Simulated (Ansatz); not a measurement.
Crystal: Zr.

```
Zr
1.0
     3.23200    0.00000    0.00000
    -1.61600    2.79899    0.00000
     0.00000    0.00000    5.14700
Zr
2
Cartesian
  -0.0078 1.8869 1.3068
  1.6238 0.9121 3.8402
```

The cell isn't the ideal one: atom 2 moved 0.06 Å.

Base run:

* Program: Ansatz 0.2.0
* Functional: RPBE
* Potentials or basis: Ansatz PAW
* Cutoff: 420 eV (not typed: the program's choice for these potentials)
* k mesh: 9 × 9 × 5
* Occupations: fermi-dirac, width 0.05 eV
* Spin: no spin polarisation

Its results: band gap on the k mesh none (metal or under the smearing width); pressure 2.8 GPa; largest force 0.173 eV/Å.

Task: After a change of settings the same cell gave: band gap on the k mesh none (metal or under the smearing width); pressure -3.2 GPa; largest force 0.151 eV/Å. Which change was it?
A. functional from RPBE to PBEsol
B. functional from RPBE to PBE
C. functional from RPBE to BLYP
D. functional from RPBE to r2SCAN; cutoff from 420 eV (not typed: the program's choice for these potentials) to 500 eV (not typed: the program's choice for these potentials); k mesh from 9 × 9 × 5 to 7 × 7 × 4

Result: A.

PBEsol binds more tightly than RPBE, so the same cell stands under less pressure.

Caveats: the PAW data sets come from PBE, with cores solved anew for the run's functional, which leaves a small shift of forces and pressure.
